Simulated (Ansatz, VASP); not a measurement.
## GaSb: VASP beside Ansatz

The input POSCAR:

```
GaSb
1.0
    0.0000000000      3.0658848210      3.0658848210
    3.0658848210      0.0000000000      3.0658848210
    3.0658848210      3.0658848210      0.0000000000
Ga Sb
1 1
Direct
    0.0000000000      0.0000000000      0.0000000000
    0.2500000000      0.2500000000      0.2500000000
```

Contents of INCAR.step1:

```
  ALGO = Normal
  EDIFF = 1E-4
  ENCUT = 520
  GGA = PE
  ISMEAR = -1
  LASPH = True
  LCHARG = False
  LREAL = False
  LWAVE = True
  NBANDS = 16
  NELM = 100
  PREC = Accurate
  SIGMA = 0.02
```

File INCAR.step2:

```
  ALGO = Normal
  EDIFF = 1E-6
  ENCUT = 520
  ISIF = 2
  ISMEAR = -1
  ISTART = 1
  LASPH = True
  LCHARG = False
  LMIXTAU = True
  LREAL = False
  LWAVE = False
  METAGGA = R2SCAN
  NBANDS = 16
  NELM = 100
  PREC = Accurate
  SIGMA = 0.02
```

KPOINTS

```
k-points
0
Gamma
  8 8 8
```

Input for Ansatz:

```yaml
crystal:
  lattice:
    - [0.0, 3.065884821, 3.065884821]
    - [3.065884821, 0.0, 3.065884821]
    - [3.065884821, 3.065884821, 0.0]
  atoms:
    - { symbol: Ga, position: [0.0, 0.0, 0.0] }
    - { symbol: Sb, position: [0.25, 0.25, 0.25] }
kpoints:
  mp_grid: { grid: [8, 8, 8] }
  band_path:
    path:
      - [0.0, 0.0, 0.0]
      - [-0.5, -0.5, 0.0]
      - [-0.375, -0.375, 0.25]
      - [-0.375, 0.0, 0.375]
      - [0.0, 0.0, 0.5]
      - [-0.5, -0.25, 0.25]
    npoints: 1
hamiltonian:
  xc: r2scan
scf:
  occupations: { method: fermi_dirac, width: 0.02 }
  n_extra_bands: 4
output:
  forces: true
  stress: true
  eigenvalues: true
```

Alike in both runs: task single point; functional r2SCAN; k mesh 8 × 8 × 8; occupations fermi-dirac, width 0.02 eV; no spin polarisation.

|  | VASP | Ansatz |
| --- | --- | --- |
| version | VASP 6.6.1 | Ansatz 0.2.0 |
| potentials or method | VASP PAW PBE potentials, release 64 (Ga_d, Sb) | plane waves, PAW |
| plane-wave cutoff (eV) | 520 | 500 |
| valence electrons in the cell | 18 | 28 |

```tsv
	VASP	Ansatz	Ansatz less VASP
pressure (GPa)	0.1	0.0	-0.09
```

The two sets of potentials don't hold the same shells in valence.

Caveats: the PAW data sets were made with another functional, which shifts forces and pressure a little (VASP); spin-orbit coupling is left out, which moves the levels of the heavy elements.
